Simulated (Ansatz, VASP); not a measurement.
# Ag: VASP beside Ansatz

File INCAR:

```
  PREC = Accurate
  ENCUT = 520
  EDIFF = 1E-6
  ISMEAR = 0
  SIGMA = 0.15
  LREAL = F
  LASPH = T
  NELM = 100
  ALGO = Normal
  ISIF = 2
  LWAVE = F
  LCHARG = T
  GGA = PS
  LELF = T
  LVHAR = T
  NBANDS = 12
```

File KPOINTS:

```
Automatic mesh
0
Gamma
  20 20 20
```

POSCAR

```
Ag
1.0
    0.0000000000      1.9818070000      1.9818070000
    1.9818070000      0.0000000000      1.9818070000
    1.9818070000      1.9818070000      0.0000000000
Ag
1
Direct
    0.0000000000      0.0000000000      0.0000000000
```

Input for Ansatz:

```yaml
crystal:
  lattice:
    - [0.0, 1.981807, 1.981807]
    - [1.981807, 0.0, 1.981807]
    - [1.981807, 1.981807, 0.0]
  atoms:
    - { symbol: Ag, position: [0.0, 0.0, 0.0] }
basis:
  ecutwfc: 420
kpoints:
  mp_grid: { grid: [20, 20, 20] }
hamiltonian:
  xc: pbesol
scf:
  occupations: { method: gaussian, width: 0.15 }
output:
  forces: true
  stress: true
  eigenvalues: true
  write_density: true
  write_potential: true
  elf: true
  volumetric_format: npy
```

Change from the starting cell: strain -0.030 along x and y, -0.030 along z, atoms carried along.

Alike in both runs: task single point; functional PBEsol; k mesh 20 × 20 × 20; occupations gaussian, width 0.15 eV; no spin polarisation.

```csv
,VASP,Ansatz
version,VASP 6.6.1,Ansatz 0.2.0
potentials or method,"VASP PAW PBE potentials, release 64 (Ag)","scalar-relativistic, plane waves, PAW"
plane-wave cutoff (eV),520,420
valence electrons in the cell,11,19
```

Ansatz gave:

```
gap on the k mesh at the Fermi level (eV) : none
pressure (GPa)                            : 9.8
```

Problem. Estimate VASP's values.

Solution. gap on the k mesh at the Fermi level (eV): none; pressure (GPa): 9.5.

A gap of «none» marks a metal or a gap that the smearing closes. With one functional, cell and mesh, what is left measures potentials, basis and numerics. The two sets of potentials don't hold the same shells in valence.

Caveats: the PAW data sets were made with another functional, which shifts forces and pressure a little (VASP).
